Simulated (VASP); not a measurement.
Method: SCAN meta-GGA, VASP's PBE PAW potentials (set 64) (plane waves; VASP).

The input files of a VASP run:

File POSCAR:
```
CaF2
1
    0.0000000000     2.7762368243     2.7762368243
    2.7762368243     0.0000000000     2.7762368243
    2.7762368243     2.7762368243     0.0000000000
Ca F
1 2
Direct
  0.0000000000   1.0000000000   1.0000000000
  0.2500000000   0.2500000000   0.2500000000
  0.7500000000   0.7500000000   0.7500000000
```

### INCAR
```
SYSTEM = CaF2
PREC = Accurate; ENCUT = 520; LREAL = F
LASPH = T
EDIFF = 1E-7; NELM = 100; ALGO = Normal
LMIXTAU = T
ISMEAR = 0; SIGMA = 0.05
METAGGA = SCAN
ISIF = 2
LWAVE = F; LCHARG = F
```

**KPOINTS**
```
Automatic mesh
0
Gamma
7 7 7
0 0 0
```

POTCAR, in this order: Ca_sv F (PBE.64 set). Program: vasp_std.

The run wrote:

**OSZICAR**
```
       N       E                     dE             d eps       ncg     rms          rms(c)
DAV:   1     0.209045125817E+03    0.20905E+03   -0.13988E+04   648   0.154E+03
DAV:   2    -0.272164927409E+02   -0.23626E+03   -0.23301E+03   808   0.403E+02
DAV:   3    -0.365098048817E+02   -0.92933E+01   -0.92850E+01   768   0.899E+01
DAV:   4    -0.368629847913E+02   -0.35318E+00   -0.35297E+00  1080   0.130E+01
DAV:   5    -0.368659662743E+02   -0.29815E-02   -0.29815E-02   736   0.123E+00    0.722E+00
DAV:   6    -0.300525888169E+02    0.68134E+01   -0.35939E+00   872   0.182E+01    0.310E+00
DAV:   7    -0.297603781811E+02    0.29221E+00   -0.26829E+00   648   0.167E+01    0.262E+00
DAV:   8    -0.293498435178E+02    0.41053E+00   -0.34634E-01   656   0.682E+00    0.163E+00
DAV:   9    -0.287594218234E+02    0.59042E+00   -0.76261E-01   736   0.709E+00    0.157E+00
DAV:  10    -0.294814144424E+02   -0.72199E+00   -0.74995E-01   736   0.769E+00    0.406E-01
DAV:  11    -0.292527571732E+02    0.22866E+00   -0.27967E-02   760   0.203E+00    0.314E-01
DAV:  12    -0.291895101898E+02    0.63247E-01   -0.13339E-02   712   0.143E+00    0.172E-01
DAV:  13    -0.293030670700E+02   -0.11356E+00   -0.38243E-02   640   0.250E+00    0.628E-02
DAV:  14    -0.293029941356E+02    0.72934E-04   -0.73232E-04   880   0.292E-01    0.362E-02
DAV:  15    -0.293029750421E+02    0.19093E-04   -0.21119E-04   760   0.179E-01    0.147E-02
DAV:  16    -0.293032575963E+02   -0.28255E-03   -0.29725E-04   640   0.211E-01    0.251E-02
DAV:  17    -0.293031662953E+02    0.91301E-04   -0.11274E-04   688   0.133E-01    0.912E-03
DAV:  18    -0.293031255074E+02    0.40788E-04   -0.35432E-05   696   0.729E-02    0.618E-03
DAV:  19    -0.293031430795E+02   -0.17572E-04   -0.13688E-05   648   0.514E-02    0.136E-03
DAV:  20    -0.293031431680E+02   -0.88432E-07   -0.95278E-07   856   0.125E-02
   1 F= -.29303143E+02 E0= -.29303143E+02  d E =-.673567E-25
```

### OUTCAR
```
------------------------ aborting loop because EDIFF is reached ----------------------------------------
  FORCE on cell =-STRESS in cart. coord.  units (eV):
  Direction    XX          YY          ZZ          XY          YZ          ZX
  --------------------------------------------------------------------------------------
  Total       -1.3501137     -1.3501137     -1.3501137     -0.0000000      0.0000000      0.0000000
  in kB      -50.5453732    -50.5453732    -50.5453732     -0.0000000      0.0000000      0.0000000
  external PRESSURE =     -50.5453732 kB  Pullay stress =       0.0000000 kB
  volume of cell :       42.80
      direct lattice vectors                 reciprocal lattice vectors
     0.000000000  2.776236824  2.776236824    -0.180099909  0.180099909  0.180099909
     2.776236824  0.000000000  2.776236824     0.180099909 -0.180099909  0.180099909
     2.776236824  2.776236824  0.000000000     0.180099909  0.180099909 -0.180099909
 POSITION                                       TOTAL-FORCE (eV/Angst)
 -----------------------------------------------------------------------------------
      0.00000      0.00000      0.00000         0.000000     -0.000000     -0.000000
      1.38812      1.38812      1.38812         0.000000      0.000000      0.000000
      4.16436      4.16436      4.16436        -0.000000     -0.000000     -0.000000
 -----------------------------------------------------------------------------------
    total drift:                                0.000000     -0.000000      0.000000
  FREE ENERGIE OF THE ION-ELECTRON SYSTEM (eV)
  ---------------------------------------------------
  free  energy   TOTEN  =       -29.3031431680 eV

  energy  without entropy=      -29.3031431680  energy(sigma->0) =      -29.30314317
```
(Selected blocks of OUTCAR.)

The compound is CaF2 in the fluorite structure. This cell is one point of a volume scan, at 1.06 of the reference volume.
